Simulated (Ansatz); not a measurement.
The system is CdSe (Cadmoselite).

```xyz
4
Lattice="4.3000 0.0000 0.0000 -2.1500 3.7239 0.0000 0.0000 0.0000 7.0200" Properties=species:S:1:pos:R:3 pbc="T T T"
Cd    2.1500    1.2413    3.5100
Cd    0.0000    2.4826    0.0000
Se    2.1500    1.2413    6.2127
Se    0.0000    2.4826    2.7027
```

| Property | Result |
| --- | --- |
| Program | Ansatz 0.2.0 |
| Task | relaxation of cell and atoms |
| Functional | RPBE |
| Potentials or basis | all-electron LAPW, Dirac moment of small components |
| Basis error allowed | 0.001 eV/atom |
| k mesh | 7 × 7 × 4 |
| Occupations | methfessel-paxton, width 0.1 eV |
| Spin | collinear spin, antiferromagnetic start, total moment locked |
| Starting moments | [0.5, -0.5, 0.0, 0.0] μB |
| Fixed moment | 0 μB |

At the start: volume 28.10 Å³/atom.

Problem. How do energy, volume and symmetry change on relaxing?

Solution. Over 5 steps the energy falls by 46.4 meV/atom and the volume is 31.07 Å³/atom (+10.6 %); space group P6_3mc (No. 186, to 0.05 Å).

Step by step:
| step | energy change (eV) | largest force (eV/Å) | volume (Å³) |
| --- | --- | --- | --- |
| 1 | 0.0000 | 0.2885 | 112.41 |
| 2 | -0.1750 | 0.0635 | 127.36 |
| 3 | -0.1848 | 0.0319 | 124.85 |
| 4 | -0.1855 | 0.0006 | 124.27 |
| 5 | -0.1855 | 0.0006 | 124.27 |

Final structure:
```cif
data_structure
_symmetry_space_group_name_H-M 'P 1'
_symmetry_Int_Tables_number 1
_cell_length_a 4.4476
_cell_length_b 4.4476
_cell_length_c 7.2542
_cell_angle_alpha 90.000
_cell_angle_beta 90.000
_cell_angle_gamma 120.000
_cell_volume 124.27
loop_
_atom_site_label
_atom_site_type_symbol
_atom_site_fract_x
_atom_site_fract_y
_atom_site_fract_z
_atom_site_occupancy
Cd1 Cd 0.66667 0.33333 0.50450 1
Cd2 Cd 0.33333 0.66667 0.00450 1
Se1 Se 0.66667 0.33333 0.88050 1
Se2 Se 0.33333 0.66667 0.38050 1
```

Caveat: the volume moved by +11 % from the deposited cell, more than functionals usually miss; the total moment is fixed, so each spin has its own Fermi level; the starting moments weren't kept.
